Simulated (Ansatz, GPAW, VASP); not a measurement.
# PbS: 3 runs at one level of theory

```xyz
2
Lattice="0.0000 2.9657 2.9657 2.9657 0.0000 2.9657 2.9657 2.9657 0.0000" Properties=species:S:1:pos:R:3 pbc="T T T"
Pb    0.0000    0.0000    0.0000
S     2.9657    2.9657    2.9657
```

Alike in all runs: task single point; functional PBE; k mesh 8 × 8 × 8; occupations gaussian, width 0.013 eV; no spin polarisation; no spin-orbit coupling. Pressure is positive in compression and, in plane waves, holds the error of the finite cutoff.

```csv
program and potentials,plane-wave cutoff (eV),notes,band gap (eV),pressure (GPa)
"GPAW, GPAW PAW data sets (gpaw-data 1.2.1)",600,-,0.31,2.00
"VASP, PBE PAW files Pb_d, S, 520 eV",520,-,?,?
"Ansatz, all-electron LAPW, scalar-relativistic",-,-,0.36,2.24
```

Estimate from the other rows what the run with VASP, PBE PAW files Pb_d, S, 520 eV gave.

Band gap 0.36 eV; pressure 2.14 GPa. The other rows, which needn't bracket it: band gap 0.31 to 0.36; pressure 2.00 to 2.24.
